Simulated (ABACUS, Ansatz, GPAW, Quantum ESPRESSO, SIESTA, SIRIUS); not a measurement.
## The bulk modulus of BAs, sorted by core time

```xyz
2
Lattice="0.0000 2.3885 2.3885 2.3885 0.0000 2.3885 2.3885 2.3885 0.0000" Properties=species:S:1:pos:R:3 pbc="T T T"
As    3.5827    3.5827    3.5827
B     0.0000    0.0000    0.0000
```

```tsv
rung	level	program and potentials	cutoff (eV)	k mesh	smearing	core time	chip	bulk modulus (GPa)	miss	notes
GGA	PBEsol	Ansatz, Ansatz PAW	420	10 × 10 × 10	fermi-dirac 0.05	9.6 s	Intel Xeon	140.4	-5.1 %	potentials made for PBE, which Ansatz adapts in part
GGA + dispersion	RPBE+D4	Ansatz, Ansatz PAW	420	10 × 10 × 10	fermi-dirac 0.05	11 s	AMD EPYC 7B13 Zen 3	145.8	-1.5 %	potentials made for PBE, which Ansatz adapts in part
GGA	PBEsol	Ansatz, Ansatz PAW (files of its older set among them)	710	10 × 10 × 10	fermi-dirac 0.05	20 s	Intel Xeon	140.4	-5.1 %	potentials made for PBE, which Ansatz adapts in part
LDA	LDA	GPAW, PAW data sets generated for this functional	800	8 × 8 × 8	fermi-dirac 0.05	23 s	AMD EPYC 9R45 Zen 5	(a)	?	-
GGA	PBEsol	Ansatz, PseudoDojo standard	1143	10 × 10 × 10	fermi-dirac 0.05	31 s	Intel Xeon	140.2	-5.3 %	potentials made for PBE
GGA	PBEsol	Ansatz, PseudoDojo stringent	1415	10 × 10 × 10	fermi-dirac 0.05	37 s	Intel Xeon	140.4	-5.1 %	potentials made for PBE
GGA	PBEsol	Ansatz, JTH PAW	1350	10 × 10 × 10	fermi-dirac 0.05	43 s	Intel Xeon	140.2	-5.3 %	potentials made for PBE
meta-GGA + dispersion	r2SCAN+rVV10	Ansatz, Ansatz PAW	500	10 × 10 × 10	fermi-dirac 0.05	51 s	AMD EPYC 7R43 Zen 3	143.4	-3.1 %	potentials made for PBE, which Ansatz adapts in part
GGA + dispersion	PBE+D3(zero damping)	GPAW, GPAW PAW data sets (gpaw-data 1.2.1)	800	8 × 8 × 8	fermi-dirac 0.05	53 s	Intel Xeon Platinum 8488C Sapphire Rapids	135.2	-8.6 %	-
hybrid	CAM-B3LYP	Ansatz, Ansatz PAW	420	5 × 5 × 5	fermi-dirac 0.05	93 s	Intel Xeon Platinum 8488C Sapphire Rapids	147.4	-0.4 %	coarse mesh; potentials made for PBE, which Ansatz adapts in part
GGA	PBE	GPAW, GPAW PAW data sets (gpaw-data 1.2.1)	800	10 × 10 × 10	fermi-dirac 0.05	1.8 min	Arm Neoverse V1	(b)	?	-
GGA	PBEsol	ABACUS, PseudoDojo NC SR 0.4.1 PBEsol standard, plane waves	1143	10 × 10 × 10	fermi-dirac 0.05	2.2 min	Intel Xeon 6975P-C Granite Rapids	140.2	-5.3 %	-
hybrid	PBE-EpsX	Ansatz, Ansatz PAW	420	5 × 5 × 5	fermi-dirac 0.05	2.7 min	Arm Neoverse V2	146.4	-1.1 %	coarse mesh; potentials made for PBE, which Ansatz adapts in part; exact-exchange share 1/ε∞
LDA	LDA	SIESTA, files PseudoDojo sr-lda-0.4.1-standard, DZP (energy shift 0.003 Ry; two zetas on semicore shells)	-	10 × 10 × 10	fermi-dirac 0.05	5.3 min	Arm Neoverse V1	135.9	-8.2 %	atomic basis
GGA	RPBE	SIRIUS, all-electron FP-LAPW, apw+lo standard	-	10 × 10 × 10	fermi-dirac 0.05	5.4 min	Arm Neoverse V1	(c)	?	-
GGA + dispersion	PW86PBE+D4	Quantum ESPRESSO, PseudoDojo 0.4.1 SR PBE standard	1143	10 × 10 × 10	fermi-dirac 0.05	7.9 min	Arm Neoverse V1	131.6	-11.1 %	potentials made for PBE
```

Times are single runs on shared hosts and different chips, so they are rough; meshes, cutoffs and the tasks' sizes weigh on the time. Task: equation of state. All rows: no spin polarisation. Smearing widths are in eV. The cell comes from a database and isn't always the measured one. Meshes differ between rows, which moves values too. Meshes are those of the run's cell of 2 atoms unless a note names another. Misses use the values as printed. Runs on faulty files, with rough fits or with known faults for this quantity aren't shown. No row holds spin-orbit coupling.

Measured: 148 GPa (arxiv:1911.11281, doi:10.1063/1.5116025). The runs are for a static lattice.

Task: Estimate the values left out from the other rows.

Result: (a) 148.3 GPa, miss +0.2 %; (b) 132.3 GPa, miss -10.6 %; (c) 125.6 GPa, miss -15.1 %.
